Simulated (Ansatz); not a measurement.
Runs of Ansatz 0.2.0 on CuO (Tenorite). The structure is monoclinic, space group C2/c (No. 15). Conventional cell: a = 4.684 Å, b = 3.423 Å, c = 5.129 Å, α = 90.00°, β = 99.54°, γ = 90.00°. Cu (site symmetry -1) is surrounded by 4 O at 1.95 to 1.96 Å. O (site symmetry 2) has 4 Cu at 1.95 to 1.96 Å as nearest neighbours. 

```csv
level,share of exact exchange,gap on the mesh (eV),pressure (GPa),largest force (eV/Å)
HSE06 form with a typed share of exact exchange,0.1,none,(a),0.27
HSE06 form with a typed share of exact exchange,0.35,none,-2.0,0.26
HSE06,0.25,none,0.1,0.27
HSE06 form with a typed share of exact exchange,0.15,none,2.3,0.27
HSE06 form with a typed share of exact exchange,0.5,none,(b),0.23
HSE06 form with a typed share of exact exchange,0,none,5.8,0.26
```

Alike in all rows: task single point; potentials or basis Ansatz PAW; no spin polarisation; cell as given; k mesh 6 × 6 × 3; cutoff (eV) 420; smearing fermi-dirac 0.05 eV; the mesh is coarse, so values aren't converged.

Question: Fill in the values left out.

Answer: (a) 3.4; (b) -5.1.

Caveats: all runs use coarse meshes; the run has no spin polarisation, though such a crystal can be magnetic; the PAW data sets come from PBE, with cores solved anew for the run's functional, which leaves a small shift of forces and pressure (some runs); the thresholds are loose for stress (some runs); the PAW data sets were made with another functional, which shifts forces and pressure a little (some runs).

A gap of «none» marks a metal or a gap under the smearing width.
